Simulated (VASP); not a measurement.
## A VASP 6.6.1 single-point calculation on InAs

INCAR

```
EDIFF = 1E-7
GGA = PE
ENCUT = 520
ISIF = 2
NSW = 0
SIGMA = 0.3
ISMEAR = -5
NELM = 54
PREC = Accurate
LCHARG = .FALSE.
LREAL = .FALSE.
LWAVE = .FALSE.
IBRION = -1
LASPH = .FALSE.
NBANDS = 10
```

KPOINTS

```
KPOINTS created by Atomic Simulation Environment
0
Gamma
8 8 8
0 0 0
```

POSCAR

```
In As
 1.0000000000000000
     0.0000000000000000    3.1462281872000002    2.9527074487000000
     3.1462281872000002    0.0000000000000000    2.9527074487000000
     3.1462281872000002    3.1462281872000002    0.0000000000000000
 In  As
   1   1
Cartesian
  0.0000000000000000  0.0000000000000000  0.0000000000000000
  1.5731140935999999  1.5731140935999999  1.4763537243500000
```

The recommended PBE PAW datasets give the neutral cell 18 valence electrons.

Command

```
mpirun -np 1 vasp_std
```

Question: How does this run end, and what does it give?

Answer: It converged. Results: gap between bands v and c on the k mesh 0.25 eV; least direct gap on the k mesh 0.26 eV; pressure 0.6 GPa. Band v is the last that the valence electrons fill when counted band by band, and c is the next.

OSZICAR

```
N       E                     dE             d eps       ncg     rms          rms(c)
DAV:   1     0.111561453832E+03    0.11156E+03   -0.85726E+03  1182   0.190E+03
DAV:   2     0.282426755531E+01   -0.10874E+03   -0.10798E+03  1188   0.357E+02
DAV:   3    -0.751750500142E+01   -0.10342E+02   -0.10295E+02  1392   0.113E+02
DAV:   4    -0.794548002527E+01   -0.42798E+00   -0.42717E+00  1384   0.239E+01
DAV:   5    -0.795988001921E+01   -0.14400E-01   -0.14397E-01  1468   0.407E+00    0.409E+00
DAV:   6    -0.771706005732E+01    0.24282E+00   -0.60320E-01  1404   0.152E+01    0.231E+00
DAV:   7    -0.769778997216E+01    0.19270E-01   -0.19002E-01  1768   0.452E+00    0.676E-01
DAV:   8    -0.769839046798E+01   -0.60050E-03   -0.17422E-02  1544   0.249E+00    0.191E-01
DAV:   9    -0.769888812200E+01   -0.49765E-03   -0.23204E-03  1316   0.103E+00    0.955E-02
DAV:  10    -0.769897038886E+01   -0.82267E-04   -0.17845E-04  1356   0.160E-01    0.640E-02
DAV:  11    -0.769902968860E+01   -0.59300E-04   -0.20301E-04  1264   0.132E-01    0.267E-02
DAV:  12    -0.769902967001E+01    0.18586E-07   -0.10710E-05  1328   0.516E-02    0.154E-02
DAV:  13    -0.769902946668E+01    0.20333E-06   -0.59394E-07  1432   0.833E-03    0.131E-02
DAV:  14    -0.769902973503E+01   -0.26835E-06   -0.36879E-07  1246   0.561E-03    0.333E-03
DAV:  15    -0.769902970878E+01    0.26249E-07   -0.91324E-07  1346   0.945E-03
   1 F= -.76990297E+01 E0= -.76990297E+01  d E =0.000000E+00
```

For comparison, a separate PBE run of the intended cell, on usual settings and not on those above, gives a gap of 0.25 eV on its mesh and a pressure of 0.6 GPa.
